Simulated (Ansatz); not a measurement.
As:

```
As
1.0
     2.97948   -0.10062    0.32377
    -0.10062    2.58301    0.26188
     0.32377    0.26188    2.54855
As
1
Direct
  0.50000 0.50000 0.50000
```

The cell isn't the ideal one: cell sheared at random, sigma 0.1, atoms nudged by 0.01 Å.

Program: Ansatz 0.2.0. Alike in all runs: task single point; level r2SCAN0 form with a typed share of exact exchange; potentials or basis Ansatz PAW; no spin polarisation; cell sheared at random, sigma 0.1, atoms nudged by 0.01 Å; k mesh 5 × 6 × 6; cutoff (eV) 500; smearing fermi-dirac 0.05 eV; the mesh is coarse, so values aren't converged.

Problem. Order these runs on this cell by their pressure, lowest first.
A. share of exact exchange 0.5
B. share of exact exchange 0.15
C. share of exact exchange 0
D. share of exact exchange 0.35

Solution. A (0.3 GPa), D (1.9 GPa), B (4.0 GPa), C (5.6 GPa).

Caveats: all runs use coarse meshes; the PAW data sets come from PBE, with cores solved anew for the run's functional, which leaves a small shift of forces and pressure; the thresholds are loose for stress (some runs).
